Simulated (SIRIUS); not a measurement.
# Pd (Fm-3m) in SIRIUS: notebook, part 2 of 2

SIRIUS 7.12.0. The steps go on from the part before.

**3. Band structure, PBE**

Input file sirius.json:

```json
{
  "control": {
    "processing_unit": "cpu",
    "std_evp_solver_name": "lapack",
    "gen_evp_solver_name": "lapack",
    "verbosity": 2,
    "print_forces": true,
    "ortho_rf": true,
    "use_second_variation": true,
    "rmt_max": 3.0,
    "num_bands_to_print": 17,
    "save_wf": true
  },
  "parameters": {
    "electronic_structure_method": "full_potential_lapwlo",
    "xc_functionals": ["XC_GGA_X_PBE", "XC_GGA_C_PBE"],
    "core_relativity": "dirac",
    "valence_relativity": "zora",
    "num_fv_states": 17,
    "smearing": "fermi_dirac",
    "smearing_width": 0.0018374661,
    "pw_cutoff": 20,
    "gk_cutoff": 3.46,
    "lmax_apw": 10,
    "lmax_rho": 8,
    "lmax_pot": 8,
    "num_mag_dims": 0,
    "auto_rmt": 0,
    "ngridk": [12, 12, 12],
    "shiftk": [0, 0, 0],
    "num_dft_iter": 80,
    "energy_tol": 1e-07,
    "density_tol": 1e-05,
    "use_symmetry": true
  },
  "settings": {"tol_ne": 1e-10},
  "iterative_solver": {"type": "exact"},
  "mixer": {"type": "anderson", "beta": 0.5, "max_history": 8},
  "unit_cell": {
    "lattice_vectors": [[0.0, 3.6783519016, 3.6783519016], [3.6783519016, 0.0, 3.6783519016], [3.6783519016, 3.6783519016, 0.0]],
    "atom_types": ["Pd"],
    "atom_files": {"Pd": "Pd.json"},
    "atoms": {"Pd": [[0.0, 0.0, 0.0]]}
  }
}
```

Input file Pd.json:

```json
{
  "name": "palladium",
  "symbol": "Pd",
  "number": 46,
  "mass": 106.42,
  "rmin": 1e-06,
  "rmt": 2.54,
  "nrmt": 800,
  "rinf": 14.72,
  "core": "1s2s2p3s3p3d",
  "valence": [
    {"basis": [{"enu": 0.08, "dme": 0, "n": 0, "auto": 0}, {"enu": 0.08, "dme": 1, "n": 0, "auto": 0}]},
    {"l": 0, "n": 1, "basis": [{"enu": 0.18, "dme": 0, "n": 0, "auto": 0}]},
    {"l": 1, "n": 2, "basis": [{"enu": 0.18, "dme": 0, "n": 0, "auto": 0}]},
    {"l": 2, "n": 3, "basis": [{"enu": 0.18, "dme": 0, "n": 0, "auto": 0}]},
    {"l": 3, "n": 4, "basis": [{"enu": 0.18, "dme": 0, "n": 0, "auto": 0}]}
  ],
  "lo": [
    {"l": 0, "basis": [{"enu": 0.18, "dme": 0, "n": 0, "auto": 0}, {"enu": 0.18, "dme": 1, "n": 0, "auto": 0}]},
    {"l": 0, "basis": [{"enu": -2.79, "dme": 0, "n": 4, "auto": 1}, {"enu": -2.79, "dme": 1, "n": 4, "auto": 1}]},
    {"l": 0, "basis": [{"enu": -2.79, "dme": 1, "n": 4, "auto": 1}, {"enu": 0.18, "dme": 0, "n": 0, "auto": 0}]},
    {"l": 0, "basis": [{"enu": 0.18, "dme": 0, "n": 0, "auto": 0}, {"enu": 2.66, "dme": 0, "n": 0, "auto": 0}]},
    {"l": 1, "basis": [{"enu": 0.18, "dme": 0, "n": 0, "auto": 0}, {"enu": 0.18, "dme": 1, "n": 0, "auto": 0}]},
    {
      "l": 1,
      "basis": [{"enu": -1.5449, "dme": 0, "n": 4, "auto": 1}, {"enu": -1.5449, "dme": 1, "n": 4, "auto": 1}]
    },
    {
      "l": 1,
      "basis": [{"enu": -1.5449, "dme": 1, "n": 4, "auto": 1}, {"enu": 0.18, "dme": 0, "n": 0, "auto": 0}]
    },
    {"l": 1, "basis": [{"enu": 0.18, "dme": 0, "n": 0, "auto": 0}, {"enu": 3.032, "dme": 0, "n": 0, "auto": 0}]},
    {"l": 2, "basis": [{"enu": 0.18, "dme": 0, "n": 0, "auto": 0}, {"enu": 0.18, "dme": 1, "n": 0, "auto": 0}]},
    {"l": 2, "basis": [{"enu": 0.18, "dme": 1, "n": 0, "auto": 0}, {"enu": 0.18, "dme": 2, "n": 0, "auto": 0}]},
    {"l": 2, "basis": [{"enu": 0.18, "dme": 0, "n": 0, "auto": 0}, {"enu": 2.598, "dme": 0, "n": 0, "auto": 0}]},
    {"l": 3, "basis": [{"enu": 0.18, "dme": 0, "n": 0, "auto": 0}, {"enu": 0.18, "dme": 1, "n": 0, "auto": 0}]},
    {"l": 3, "basis": [{"enu": 0.18, "dme": 0, "n": 0, "auto": 0}, {"enu": 2.877, "dme": 0, "n": 0, "auto": 0}]}
  ],
  "free_atom": [... radial grid and density of the free atom, the start of the SCF ...]
}
```

Input file sirius_start.json:

```json
{
  "control": {
    "processing_unit": "cpu",
    "std_evp_solver_name": "lapack",
    "gen_evp_solver_name": "lapack",
    "verbosity": 1,
    "print_forces": false,
    "ortho_rf": true,
    "use_second_variation": true,
    "rmt_max": 3.0,
    "num_bands_to_print": 17,
    "save_wf": false
  },
  "parameters": {
    "electronic_structure_method": "full_potential_lapwlo",
    "xc_functionals": ["XC_LDA_X", "XC_LDA_C_PW"],
    "core_relativity": "dirac",
    "valence_relativity": "zora",
    "num_fv_states": 17,
    "smearing": "fermi_dirac",
    "smearing_width": 0.0055123983,
    "pw_cutoff": 20,
    "gk_cutoff": 2.77,
    "lmax_apw": 10,
    "lmax_rho": 8,
    "lmax_pot": 8,
    "num_mag_dims": 0,
    "auto_rmt": 0,
    "ngridk": [5, 5, 5],
    "shiftk": [0, 0, 0],
    "num_dft_iter": 30,
    "energy_tol": 0.01,
    "density_tol": 0.05,
    "use_symmetry": true
  },
  "settings": {"tol_ne": 1e-10},
  "iterative_solver": {"type": "exact"},
  "mixer": {"type": "anderson", "beta": 0.5, "max_history": 8},
  "unit_cell": {
    "lattice_vectors": [[0.0, 3.6783519016, 3.6783519016], [3.6783519016, 0.0, 3.6783519016], [3.6783519016, 3.6783519016, 0.0]],
    "atom_types": ["Pd"],
    "atom_files": {"Pd": "Pd.json"},
    "atoms": {"Pd": [[0.0, 0.0, 0.0]]}
  }
}
```

Input file sirius_bands.json:

```json
{
  "control": {
    "processing_unit": "cpu",
    "std_evp_solver_name": "lapack",
    "gen_evp_solver_name": "lapack",
    "verbosity": 2,
    "print_forces": true,
    "ortho_rf": true,
    "use_second_variation": true,
    "rmt_max": 3.0,
    "num_bands_to_print": 17,
    "save_wf": true
  },
  "parameters": {
    "electronic_structure_method": "full_potential_lapwlo",
    "xc_functionals": ["XC_GGA_X_PBE", "XC_GGA_C_PBE"],
    "core_relativity": "dirac",
    "valence_relativity": "zora",
    "num_fv_states": 17,
    "smearing": "fermi_dirac",
    "smearing_width": 0.0018374661,
    "pw_cutoff": 20,
    "gk_cutoff": 3.46,
    "lmax_apw": 10,
    "lmax_rho": 8,
    "lmax_pot": 8,
    "num_mag_dims": 0,
    "auto_rmt": 0,
    "ngridk": [12, 12, 12],
    "shiftk": [0, 0, 0],
    "num_dft_iter": 80,
    "energy_tol": 1e-07,
    "density_tol": 1e-05,
    "use_symmetry": true
  },
  "settings": {"tol_ne": 1e-10},
  "iterative_solver": {"type": "exact"},
  "mixer": {"type": "anderson", "beta": 0.5, "max_history": 8},
  "unit_cell": {
    "lattice_vectors": [[0.0, 3.6783519016, 3.6783519016], [3.6783519016, 0.0, 3.6783519016], [3.6783519016, 3.6783519016, 0.0]],
    "atom_types": ["Pd"],
    "atom_files": {"Pd": "Pd.json"},
    "atoms": {"Pd": [[0.0, 0.0, 0.0]]}
  },
  "kpoints_rel": {
    "G": [0.0, 0.0, 0.0],
    "K": [0.375, 0.375, 0.75],
    "L": [0.5, 0.5, 0.5],
    "U": [0.625, 0.25, 0.625],
    "W": [0.5, 0.25, 0.75],
    "X": [0.5, 0.0, 0.5]
  },
  "kpoints_path": ["G", "X", "W", "K", "G", "L", "U", "W", "L", "K"]
}
```

Potentials or basis: all-electron FP-LAPW (ZORA valence), apw+lo standard.

Command:

```console
$ OMP_NUM_THREADS=1 sirius.scf --input=sirius_start.json --output=start.json
$ OMP_NUM_THREADS=1 sirius.scf --input=sirius.json --output=output.json --task=1
$ OMP_NUM_THREADS=1 sirius.scf --input=sirius_bands.json --output=bands_out.json --task=2
```

Wall time 25 s (1 thread of Arm Neoverse V2, shared host); peak memory 0.29 GiB.

Results (log left out):

```yaml
Free_energy: -137337.3578 eV
Band_gap_along_the_path: none (metal or under the smearing width)
All_electrons_inside_the_program's_atomic_spheres: Pd 45.01 (radii Pd 2.54 bohr)
```

Levels at the corners of the path, in eV from the Fermi level:
| point | band 5 | band 6 | band 7 | band 8 | band 9 | band 10 | band 11 | band 12 | band 13 | band 14 |
| --- | --- | --- | --- | --- | --- | --- | --- | --- | --- | --- |
| Γ | -7.13 | -2.82 | -2.82 | -2.82 | -1.21 | -1.21 | 17.04 | 21.75 | 21.75 | 21.75 |
| X | -5.38 | -5.09 | -0.03 | 0.31 | 0.31 | 3.36 | 10.79 | 13.20 | 13.20 | 21.57 |
| W | -4.31 | -3.37 | -3.37 | -1.31 | 0.31 | 8.93 | 8.93 | 10.41 | 11.62 | 25.45 |
| K | -4.72 | -4.14 | -1.96 | -0.94 | -0.14 | 7.13 | 8.11 | 10.85 | 15.90 | 20.32 |
| Γ | -7.13 | -2.82 | -2.82 | -2.82 | -1.21 | -1.21 | 17.04 | 21.75 | 21.75 | 21.75 |
| L | -5.29 | -2.87 | -2.87 | -0.01 | -0.01 | 1.03 | 7.34 | 16.44 | 20.97 | 20.97 |
| U | -4.72 | -4.14 | -1.96 | -0.94 | -0.14 | 7.13 | 8.11 | 10.85 | 15.90 | 20.32 |
| W | -4.31 | -3.37 | -3.37 | -1.31 | 0.31 | 8.93 | 8.93 | 10.41 | 11.62 | 25.45 |
| L | -5.29 | -2.87 | -2.87 | -0.01 | -0.01 | 1.03 | 7.34 | 16.44 | 20.97 | 20.97 |
| K | -4.72 | -4.14 | -1.96 | -0.94 | -0.14 | 7.13 | 8.11 | 10.85 | 15.90 | 20.32 |
